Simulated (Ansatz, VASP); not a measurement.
Ti6C in VASP and in Ansatz

```
Ti C
1.0
     6.22617    0.00000    0.00000
     0.00000    6.22617    0.00000
     0.00000    0.00000    6.22617
Ti C
6 1
Direct
  0.65437 0.00000 0.00000
  0.34563 0.00000 0.00000
  0.00000 0.65437 0.00000
  0.00000 0.34563 0.00000
  0.00000 0.00000 0.65437
  0.00000 0.00000 0.34563
  0.00000 0.00000 0.00000
```

Alike in both runs: functional PBE; k mesh 6 × 6 × 6; occupations gaussian, width 0.1 eV; no spin polarisation.

Ansatz relaxed the structure, and its values are those at the end. VASP's run is a single point on that final structure, the one shown.

```csv
,VASP,Ansatz
version,VASP 6.6.1,Ansatz 0.2.0
potentials or method,"VASP PAW PBE potentials, release 64 (Ti_sv, C)","scalar-relativistic, plane waves, PAW"
plane-wave cutoff (eV),520,420
valence electrons in the cell,76,76
```

```csv
,VASP,Ansatz,Ansatz less VASP
gap on the k mesh at the Fermi level (eV),none,none,-
pressure (GPa),0.8,0.0,-0.84
rms of the force components (eV/Å),0.413,0.016,-0.3967
```

A gap of «none» marks a metal or a gap that the smearing closes. One of these differences is far larger than is usual between the two programs; its cause wasn't traced.
